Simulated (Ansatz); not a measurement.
Input and command of a plane-wave DFT calculation in Ansatz:

```yaml
crystal:
  lattice:
    - [-0.1415875, 2.83175, 2.83175]
    - [2.6901625, 0.0, 2.6901625]
    - [2.83175, 2.83175, -0.1415875]
  atoms:
    - { symbol: Na, position: [0.0, 0.0, 0.0] }
    - { symbol: Cl, position: [0.5, 0.5, 0.5] }
basis:
  ecutwfc: 420
kpoints:
  mp_grid: { grid: [8, 8, 8] }
hamiltonian:
  xc: pbesol
scf:
  occupations: { method: gaussian, width: 0.05 }
output:
  forces: true
  stress: true
  eigenvalues: true
  write_density: true
  write_potential: true
  elf: true
  volumetric_format: npy
```

```bash
ansatz run input.yaml --threads 1 --pin off --max-ram 2560MiB --backend cpu --events-out ev --progress --plain --runs-dir out
```

Processor: Arm Neoverse V1, 1 thread, on a host shared with other jobs.

Problem. Estimate time, memory and problem size.

Solution. About 3.7 s on 1 thread of Arm Neoverse V1, with other jobs on the host, peak memory 0.32 GiB. It solves 12 bands at 95 k points (the mesh reduced by symmetry) with about 873 plane waves, in 7 SCF iterations.
